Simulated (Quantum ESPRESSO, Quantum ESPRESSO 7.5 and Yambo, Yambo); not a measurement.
## MgO (Fm-3m): a self-consistent loop beyond G0W0, cycle by cycle

How far does self-consistency move the gap of MgO (Fm-3m)?

Method: PBE and many-body steps on it, plane waves, in Quantum ESPRESSO 7.5 and Yambo 5.3.0.

**The experiments to reproduce.**

- Gap 7.83 eV: direct gap at Gamma, low temperature; bulk crystal (literature value) (quoted in “The Band-Gap Studies of Short-Period CdO/MgO Superlattices”, 2021, pmc:8035356).

## 1. The starting structure

It takes space group Fm-3m (No. 225, cubic). Conventional cell: a = 4.194 Å, b = 4.194 Å, c = 4.194 Å, α = 90.00°, β = 90.00°, γ = 90.00°. Nearest to Mg lie 6 O at 2.10 Å. Nearest to O lie 6 Mg at 2.10 Å. Farther neighbours and most contacts between anions are not listed.

As a file:

```cif
data_structure
_symmetry_space_group_name_H-M 'P 1'
_symmetry_Int_Tables_number 1
_cell_length_a 2.9656
_cell_length_b 2.9656
_cell_length_c 2.9656
_cell_angle_alpha 60.000
_cell_angle_beta 60.000
_cell_angle_gamma 60.000
_cell_volume 18.44
loop_
_atom_site_label
_atom_site_type_symbol
_atom_site_fract_x
_atom_site_fract_y
_atom_site_fract_z
_atom_site_occupancy
Mg1 Mg 0.00000 0.00000 0.00000 1
O2 O 0.50000 0.50000 0.50000 1
```

The cell and positions are those that the Materials Project relaxed with its own functionals (PBE, PBE+U or r2SCAN), kept fixed.

## 2. Empty states on the mesh, 4×4×4 mesh, 49 bands

This step: Quantum ESPRESSO 7.5; DFT, PBE, plane waves, norm-conserving pseudopotentials.

The sums over transitions need many empty states on a uniform mesh; this step solves for them.

File pw.in:

```
&control
  calculation = 'nscf'
  prefix = 'x'
  outdir = 'o'
  pseudo_dir = 'pseudo'
/
&system
  ibrav = 0
  nat = 2
  ntyp = 2
  ecutwfc = 76.0
  nbnd = 49
  force_symmorphic = .true.
/
&electrons
  conv_thr = 1e-9
  electron_maxstep = 80
  diago_full_acc = .true.
  diago_thr_init = 5e-6
/
ATOMIC_SPECIES
  Mg 24.305 Mg.upf
  O 15.999 O.upf
CELL_PARAMETERS angstrom
  -0.0000000000 2.0970013927 2.0970013927
  2.0970013927 -0.0000000000 2.0970013927
  2.0970013927 2.0970013927 -0.0000000000
ATOMIC_POSITIONS crystal
  Mg 0.0000000000 0.0000000000 0.0000000000
  O 0.5000000000 0.5000000000 0.5000000000
K_POINTS automatic
  4 4 4 0 0 0
```

Launch:

```console
$ OMP_NUM_THREADS=1 mpirun -n 4 pw.x -nk 4 -in pw.in > pw.out
```

The log of the run:

```text
Program PWSCF v.7.5 starts

     This program is part of the open-source Quantum ESPRESSO suite
     for quantum simulation of materials; please cite
         "P. Giannozzi et al., J. Phys.:Condens. Matter 21 395502 (2009);
         "P. Giannozzi et al., J. Phys.:Condens. Matter 29 465901 (2017);
         "P. Giannozzi et al., J. Chem. Phys. 152 154105 (2020);
     in publications or presentations arising from this work. More details at

     Atomic positions and unit cell read from directory:
     o/x.save/

     Message from routine setup:
[...]
94.6608

          k =-0.3536-0.3536 0.3536 (  1404 PWs)   bands (ev):

[...]
69.3887  71.2449  72.8234  75.7820  76.5837  76.5837  81.5574  81.5574
    87.2800  87.8642  89.3628  89.3628  90.7232  90.7232  91.9836 100.8460
   100.8460

          k = 0.3536 0.0000 0.0000 (  1387 PWs)   bands (ev):

     [... further k-points ...]

     highest occupied, lowest unoccupied level (ev):     8.2133   13.1082

     XML data file, pseudopotentials, collected wavefunctions

=------------------------------------------------------------------------------=
   JOB DONE.
=------------------------------------------------------------------------------=
```

The job ended after 1.3 s (4 MPI ranks of Arm Neoverse V1, shared host; peak memory 0.05 GiB).

Numbers from this step:

| Quantity | Value |
| --- | --- |
| gap | 4.895 eV |
| k of the valence top | 0, 0, 0 |
| k of the conduction bottom | 0, 0, 0 |
| least direct gap | 4.895 eV |
| k points computed | 8 |
| lowest point of the top converged band, above the valence top | 84.1108 eV |

On this mesh the gap is 4.895 eV.

The density comes from a self-consistent run that is not shown.

## 3. Conversion and set-up

This step: Yambo 5.3.0; conversion and set-up on PBE, plane waves, norm-conserving pseudopotentials.

The states are converted to the many-body program's format and the q mesh is built.

Launch:

```console
$ (cd o/x.save; p2y > p2y.log; mv SAVE ../..); yambo > setup.log
```

The log of the run:

```text
 Yambo, version 5.3.0

 [02] CORE Variables Setup
 =========================

  [02.01] Unit cells
  ==================

  Cell kind             :  FCC
  Atoms in the cell     :  Mg  O
  number of Mg atoms    :  1
  number of O  atoms    :  1

  List of atomic masses
  Mass of Mg    :  24.30500
  Mass of O     :  15.99900

  List of atomic coordinates    : [cc]
  Mg1       :  0.000000  0.000000  0.000000  order 1
  O1       :  3.962758  3.962758  3.962758  order 2

  Alat factors          :  3.962758  3.962758  3.962758 [a.u.]
  Direct lattice volume :  124.4580 [a.u.]
[...]
==========================================

 IBZ Q-points                                      :   8
 BZ  Q-points                                      :   64

 K/Q-points units:
 rlu = crystal or reduced units; cc = cartesian coordinates; iku = interal k-units

 Q [1]          [rlu]:  0.000000  0.000000  0.000000
 Q [2]          [rlu]: -0.65702E-17 -0.65702E-17  0.25000
 Q [3]          [rlu]:  0.13140E-16  0.13140E-16 -0.50000
[...]
Q [7]          [rlu]:  0.27115E-17 -0.50000     -0.50000
 Q [8]          [rlu]:  0.250000 -0.500000 -0.250000

  [03.01] X indexes
  =================

   [03.01.01] Sigma indexes
   ========================

 [06] Game Over & Game summary
```

It took 1.8 s on 1 MPI rank; peak memory 0.23 GiB.

## 4. G0W0

G0W0 replaces the xc potential by the self-energy, built once from these orbitals. Only a window of levels is corrected, while the sums run over the empty bands that the input names.

This step: G0W0 on PBE, plane waves, norm-conserving pseudopotentials.

File gw1.in:

```
HF_and_locXC
gw0
dyson
ppa
em1d
rim_cut
RandQpts= 1000000
RandGvec= 1 RL
EXXRLvcs= 76 Ry
VXCRLvcs= 304 Ry
Chimod= "HARTREE"
% BndsRnXp
 1 | 49 |
%
NGsBlkXp= 9.5 Ry
% LongDrXp
 1 | 1 | 1 |
%
% GbndRnge
 1 | 49 |
%
DysSolver= "n"
ExtendOut
PPAPntXp= 27.21138 eV
% QPkrange
 1 | 8 | 6 | 12 |
%
```

Launch:

```console
$ OMP_NUM_THREADS=1 mpirun -n 4 yambo -F gw1.in -J gw1 -C gw1 > gw1.log
```

The log of the run:

```text
 Yambo, version 5.3.0

 [02] CORE Variables Setup
 =========================

  [... cell, symmetries and grids as in the set-up ...]

  [02.05] Energies & Occupations
  ==============================

  [X] === General ===
  [X] Electronic Temperature                        :  0.000000  0.000000 [eV K]
  [X] Bosonic    Temperature                        :  0.000000  0.000000 [eV K]
  [X] Finite Temperature mode                       : no
  [X] El. density                                   :  0.86755E+24 [cm-3]
  [X] Fermi Level                                   :  8.213328 [eV]

  [X] === Gaps and Widths ===
  [X] Conduction Band Min                           :  4.894827 [eV]
  [X] Valence Band Max                              :  0.000000 [eV]
  [X] Filled Bands                                  :   8
  [X] Empty Bands                                   :    9   49
  [X] Direct Gap                                    :  4.894827 [eV]
  [X] Direct Gap localized at k                     :  1
  [X] Indirect Gap                                  :  4.894827 [eV]
  [X] Indirect Gap between kpts                     :  1  1
  [X] Last valence band width                       :  1.776113 [eV]
  [X] 1st conduction band width                     :  6.880121 [eV]

 [03] Transferred momenta grid and indexing
 ==========================================

 IBZ Q-points                                      :   8
 BZ  Q-points                                      :   64

 K/Q-points units:
 rlu = crystal or reduced units; cc = cartesian coordinates; iku = interal k-units

 Q [1]          [rlu]:  0.000000  0.000000  0.000000
 Q [2]          [rlu]: -0.65702E-17 -0.65702E-17  0.25000
 Q [3]          [rlu]:  0.13140E-16  0.13140E-16 -0.50000
 Q [4]          [rlu]: -0.13557E-17  0.25000      0.25000
 Q [5]          [rlu]: -0.53062E-17  0.25000      0.50000
 Q [6]          [rlu]:  0.13140E-16  0.25000     -0.25000
 Q [7]          [rlu]:  0.27115E-17 -0.50000     -0.50000
 Q [8]          [rlu]:  0.250000 -0.500000 -0.250000

 [04] Coloumb potential Random Integration (RIM)
 ===============================================

  [04.01] RIM initialization
  ==========================

  * Diagonal components only detected *

  8 x (sBL volume)        :  0.249130 [a.u.]
  sBZ random points       :  1000000
  Points outside the sBZ  :   7968281
  RL volume               :  1.993044 [a.u.]
  Integrated volume       :  2.000977 [a.u.]

  [04.02] RIM integrals
  =====================

  Gamma point sphere radius             :  0.114137 [a.u.]
  Points outside the sphere             :   800476
  [Int_sBZ(q=0) 1/q^2]*(Vol_sBZ)^(-1/3) =:  7.776341
                                 should be <:  7.795600

  Summary of Coulomb integrals for non-metallic bands |Q|[au] RIM/Bare

  Q [1] 0.100000E-4 0.997530 * Q [2] 0.343283 1.067779
  Q [4] 0.396390 1.067204 * Q [6] 0.560580 1.030488
  Q [5] 0.657338 1.022568 * Q [3] 0.686567 1.021209
  Q [7] 0.792779 1.017560 * Q [8] 0.886354 1.014308

 [05] Dipoles
 ============

  [05.01] Setup: observables and procedures
  =========================================

 [06] Dynamic Dielectric Matrix (PPA)
 ====================================

 [WR./gw1//ndb.pp]---------------------------------------------------------------
  Brillouin Zone Q/K grids (IBZ/BZ)                :    8   64    8   64
  RL vectors                                       :  1837 [WF]
  Coulomb cutoff potential                         : none
  Electronic Temperature                           :  0.000000 [K]
  Bosonic    Temperature                           :  0.000000 [K]
  PPA    diel. fun.  energies                      : Perdew, Burke & Ernzerhof(X)+Perdew, Burke & Ernzerhof(C)
  wavefunctions                                    : Perdew, Burke & Ernzerhof(X)+Perdew, Burke & Ernzerhof(C)
  Global Gauge                                     : length
  X matrix size                                    :   65
  X band range                                     :    1   49
  X e/h energy range                               : -1.000000 -1.000000 [eV]
  X Time ordering                                  : R
  X Hxc Kernel                                     : HARTREE
  X Drude frequency                                :  0.000000  0.000000
  X poles                                          :  100.0000 [o/o]
  RL vectors in the sum                            :  1837
  [r,Vnl] included                                 : yes
  Field direction                                  :  0.577350E-5  0.577350E-5  0.577350E-5
  BZ energy Double Grid                            : no
  BZ energy DbGd points                            : 0
  BZ Q point size factor                           : -1.000000
  X Optical Averaged directions                    : none

 [07] Local Exchange-Correlation + Non-Local Fock
 ================================================

 [VXC] Plane waves :  11113
 [EXS] Plane waves :  1459

 QP @ state[ 1 ] K range:   1   8
 QP @ state[ 1 ] b range:   6  12

 [xc] Functional : Perdew, Burke & Ernzerhof(X)+Perdew, Burke & Ernzerhof(C)
 [xc] LIBXC used to calculate xc functional
  PP Number of Atomic Species                      :  2
  NLCC RL compoments                               :  11113
  PP Number of Atomic Species                      :  2
  NLCC RL compoments                               :  11113

 [xc] E_xc :  -11.59506 [Ha]
      E_xc :  -23.19012 [Ry]

  Local XC kind (lXC) : Perdew, Burke & Ernzerhof(X)+Perdew, Burke & Ernzerhof(C)
  Non-Local XC kind (nlXC) : Hartree-Fock

  Corrections @ K [1] :  [eV]
 <6|nlXC|6> = -25.55498 -0.19058E-16 <6|lXC|6> = -20.15787 -0.56642E-15
 <7|nlXC|7> = -25.55506  0.15762E-16 <7|lXC|7> = -20.15787  0.70812E-16
 <8|nlXC|8> = -25.55509  0.49805E-17 <8|lXC|8> = -20.15787 -0.18882E-15
 <9|nlXC|9> = -8.858462  0.21938E-17 <9|lXC|9> = -13.55594  0.73805E-18
 <10|nlXC|10> = -3.731522 -0.16905E-17 <10|lXC|10> = -9.636457 -0.19095E-20
 <11|nlXC|11> = -3.731434 -0.15752E-17 <11|lXC|11> = -9.636451  0.18882E-15
[...]
Corrections @ K [2] :  [eV]
[...]
Corrections @ K [3] :  [eV]
[...]
Corrections @ K [4] :  [eV]
[...]
Corrections @ K [5] :  [eV]
[...]
[... 2 further k-points ...]
  Corrections @ K [8] :  [eV]
[...]
<10|nlXC|10> = -7.335472 -0.79697E-18 <10|lXC|10> = -13.48539 -0.23614E-16
 <11|nlXC|11> = -7.571609 -0.33799E-17 <11|lXC|11> = -13.82145  0.11764E-15
 <12|nlXC|12> = -5.755571  0.20406E-17 <12|lXC|12> = -12.54588 -0.70755E-16

  [07.01] Hartree-Fock occupations report
  =======================================

  [Hartree-Fock] === General ===
  [Hartree-Fock] Electronic Temperature             :  0.000000  0.000000 [eV K]
  [Hartree-Fock] Bosonic    Temperature             :  0.000000  0.000000 [eV K]
  [Hartree-Fock] Finite Temperature mode            : no
  [Hartree-Fock] El. density                        :  0.86755E+24 [cm-3]
  [Hartree-Fock] Fermi Level                        :  8.213328 [eV]

  [Hartree-Fock] === Gaps and Widths ===
  [Hartree-Fock] Conduction Band Min                :  9.592305 [eV]
  [Hartree-Fock] Valence Band Max                   : -5.397223 [eV]
  [Hartree-Fock] Filled Bands                       :   8
  [Hartree-Fock] Empty Bands                        :    9   49
  [Hartree-Fock] Direct Gap                         :  14.98953 [eV]
  [Hartree-Fock] Direct Gap localized at k          :  1
  [Hartree-Fock] Indirect Gap                       :  14.98953 [eV]
  [Hartree-Fock] Indirect Gap between kpts          :  1  1
  [Hartree-Fock] Last valence band width            :  2.231341 [eV]
  [Hartree-Fock] 1st conduction band width          :  8.333281 [eV]

 [08] Dyson equation: Newton solver
 ==================================

  [08.01] G0W0 (W PPA)
  ====================

  [  GW  ] Bands range     :    1   49
  [GW/PPA] G damping       :  0.100000 [eV]

  QP @ state[ 1 ] K range:   1   8
  QP @ state[ 1 ] b range:   6  12

   Sc/G bands                                       :    1   49
   Sc/G damping                                     :  0.100000 ev
   Sc bands terminator                              : no
   Sx RL components                                 :  1459

   QP @ state[ 1 ] K range                          :   1   8
   QP @ state[ 1 ] b range                          :   6  12
   GF energies kind                                 : Perdew, Burke & Ernzerhof(X)+Perdew, Burke & Ernzerhof(C)
   GF WF`s kind                                     : Perdew, Burke & Ernzerhof(X)+Perdew, Burke & Ernzerhof(C)
   Xs energies kind                                 : Perdew, Burke & Ernzerhof(X)+Perdew, Burke & Ernzerhof(C)
   Xs WF`s kind                                     : Perdew, Burke & Ernzerhof(X)+Perdew, Burke & Ernzerhof(C)

 [11] Game Over & Game summary
```

The job ended after 26 s (4 MPI ranks; peak memory 1.2 GiB).

This step gave:

| Quantity | Value |
| --- | --- |
| G0W0 gap on the mesh | 7.027 eV |
| starting gap on the mesh | 4.895 eV |
| k of the valence top | 0, 0, 0 |
| k of the conduction bottom | 0, 0, 0 |
| least direct G0W0 gap on the computed points | 7.027 eV |
| Z at the valence top | 0.8055 |
| Z at the conduction bottom | 0.8538 |

The gap on the mesh goes from 4.89 eV to 7.03 eV, a correction of +2.13 eV.

## 5. evGW0, cycle 1

This step: evGW0 on PBE, plane waves, norm-conserving pseudopotentials.

gw2.in, as its differences from gw1.in of step 4:

```diff
@@ -27 +27,2 @@
 %
+GfnQPdb= "E < ./gw1/ndb.QP"
```

Launch:

```console
$ OMP_NUM_THREADS=1 mpirun -n 4 yambo -F gw2.in -J gw2,gw1_W -C gw2 > gw2.log
```

The log of the run:

```text
 Yambo, version 5.3.0

 [02] CORE Variables Setup
 =========================

  [... cell, symmetries and grids as in the set-up ...]

  [02.05] Energies & Occupations
  ==============================

  [X] === General ===
  [X] Electronic Temperature                        :  0.000000  0.000000 [eV K]
  [X] Bosonic    Temperature                        :  0.000000  0.000000 [eV K]
  [X] Finite Temperature mode                       : no
  [X] El. density                                   :  0.86755E+24 [cm-3]
  [X] Fermi Level                                   :  8.213328 [eV]

  [X] === Gaps and Widths ===
  [X] Conduction Band Min                           :  4.894827 [eV]
  [X] Valence Band Max                              :  0.000000 [eV]
  [X] Filled Bands                                  :   8
  [X] Empty Bands                                   :    9   49
  [X] Direct Gap                                    :  4.894827 [eV]
  [X] Direct Gap localized at k                     :  1
  [X] Indirect Gap                                  :  4.894827 [eV]
  [X] Indirect Gap between kpts                     :  1  1
  [X] Last valence band width                       :  1.776113 [eV]
  [X] 1st conduction band width                     :  6.880121 [eV]

 [03] Transferred momenta grid and indexing
 ==========================================

 IBZ Q-points                                      :   8
 BZ  Q-points                                      :   64

 K/Q-points units:
 rlu = crystal or reduced units; cc = cartesian coordinates; iku = interal k-units

 Q [1]          [rlu]:  0.000000  0.000000  0.000000
 Q [2]          [rlu]: -0.65702E-17 -0.65702E-17  0.25000
 Q [3]          [rlu]:  0.13140E-16  0.13140E-16 -0.50000
[...]
[G+QP] Direct Gap localized at k                  :  1
  [G+QP] Indirect Gap                               :  7.026980 [eV]
  [G+QP] Indirect Gap between kpts                  :  1  1
  [G+QP] Last valence band width                    :  2.130096 [eV]
  [G+QP] 1st conduction band width                  :  7.514973 [eV]

  [coarse-grid] Minimum Bare Gap        [ev]:  4.894827
  [coarse-grid] Minimum Gap Correction  [ev]:  2.132152

  Eqp @ K [1]
   -82.6488     -44.6723     -44.6723     -44.6723     -19.7550    -0.647272E-4 -0.674862E-4   0.00000
    7.02698  18.40814  18.42366  18.40724  22.77827  24.91055  24.91055  27.73897
  Eqp @ K [2]
  -82.64353 -44.72339 -44.67743 -44.67743 -19.04845  -3.11013  -0.41545  -0.41565
[...]
Eqp @ K [3]
[...]
Eqp @ K [4]
[...]
Eqp @ K [5]
[...]
[... 2 further k-points ...]
  Eqp @ K [8]
  -82.63483 -44.73219 -44.73219 -44.70856 -17.87702  -3.48496  -3.48524  -2.13010
   14.54195  14.54236  15.14923  18.43851  25.28387  25.28387  30.10367  32.83443

 [07] Dipoles
 ============

  [07.01] Setup: observables and procedures
  =========================================

 [08] Dynamic Dielectric Matrix (PPA)
 ====================================

   Sc/G bands                                       :    1   49
   Sc/G damping                                     :  0.100000 ev
   Sc bands terminator                              : no
   Sx RL components                                 :  1459

   QP @ state[ 1 ] K range                          :   1   8
   QP @ state[ 1 ] b range                          :   6  12
   GF energies kind                                 : Perdew, Burke & Ernzerhof(X)+Perdew, Burke & Ernzerhof(C)+ E < ./gw1/ndb.QP + @E Fit
   GF WF`s kind                                     : Perdew, Burke & Ernzerhof(X)+Perdew, Burke & Ernzerhof(C)
   Xs energies kind                                 : Perdew, Burke & Ernzerhof(X)+Perdew, Burke & Ernzerhof(C)
   Xs WF`s kind                                     : Perdew, Burke & Ernzerhof(X)+Perdew, Burke & Ernzerhof(C)

 [13] Game Over & Game summary
```

Run time: 20 s. Hardware: 4 MPI ranks; peak memory 1.2 GiB.

This step gave:

```yaml
quasiparticle_gap_on_the_mesh: 7.278 eV
gap_of_the_density_functional_on_the_mesh: 4.895 eV
k_of_the_valence_top: 0, 0, 0
k_of_the_conduction_bottom: 0, 0, 0
least_direct_quasiparticle_gap_on_the_computed_points: 7.278 eV
z_at_the_valence_top: 0.8104
z_at_the_conduction_bottom: 0.8699
```

Against G0W0 in Yambo (4×4×4 mesh, 49 bands, screening to 129.3 eV, Godby-Needs plasmon pole), the gap moves by +0.251 eV.

The program's own table gives 7.556 eV, which is too large where the input levels are shifted: this version takes Σc at the unshifted level E₀, yet steps from the shifted one. The value above is the Newton step from E₀, E₀ + Z(Σc + Σx − Vxc), rebuilt from the printed columns.

(Continued in part 2 of 2.)

[Paths, hosts, dates, memory and timing lines, banners, echoed tables and standing remarks are left out of the program output.]

[Logs are printed without paths, hosts, clocks, repeated set-up lines and the standing remarks that a program may print on its own settings, such as how far it seeks lower states.]

[Runs of the session that timed out or met a known fault of the program may be left out.]

[Hosts, paths, dates, database ids (printed as entryN), source tags and the programs' standing remarks are cut or masked in the printed files.]
